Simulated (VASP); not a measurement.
Input of a VASP 6.6.1 run:

File INCAR:

```
PREC = Accurate ; ENCUT = 600
EDIFF = 1E-6 ; ISMEAR = 1
SIGMA = 0.1 ; LREAL = False
LASPH = True ; NELM = 80
ALGO = Normal ; ISIF = 3
LWAVE = False ; LCHARG = False
IBRION = 2 ; NSW = 90
EDIFFG = -0.01
```

Contents of KPOINTS:

```
Automatic mesh
0
Gamma
  10 10 10
```

The input POSCAR:

```
Rb
1.0
   -2.8025000000      2.8025000000      2.8025000000
    2.8025000000     -2.8025000000      2.8025000000
    2.8025000000      2.8025000000     -2.8025000000
Rb
1
Direct
    0.0000000000      0.0000000000      0.0000000000
```

Potentials or basis: VASP PAW LDA potentials, release 64 (Rb_sv).

Run with:

```console
$ cat potpaw_LDA.64/Rb_sv/POTCAR > POTCAR
$ mpirun -np 1 vasp_std > vasp.out
```

**Question.** What does it give for the relaxed volume?

**Answer.** 78.04 Å³/atom.

**Question.** Predict the band gap on the k mesh.

**Answer.** None (metal or under the smearing width).

**Question.** What does it give for the space group after relaxing (to 0.05 Å)?

**Answer.** Im-3m (No. 229).

The path:
```csv
step,energy change (eV),largest force (eV/Å),pressure (GPa),volume (Å³)
1,0.0000,0.0000,-0.35,88.04
2,-0.0048,0.0000,-0.28,85.64
3,-0.0113,0.0000,-0.10,80.38
4,-0.0121,0.0000,0.00,78.04
```

Caveat: the volume moved by -11 % from the deposited cell, more than functionals usually miss. LDA usually gives volumes a few per cent too small.
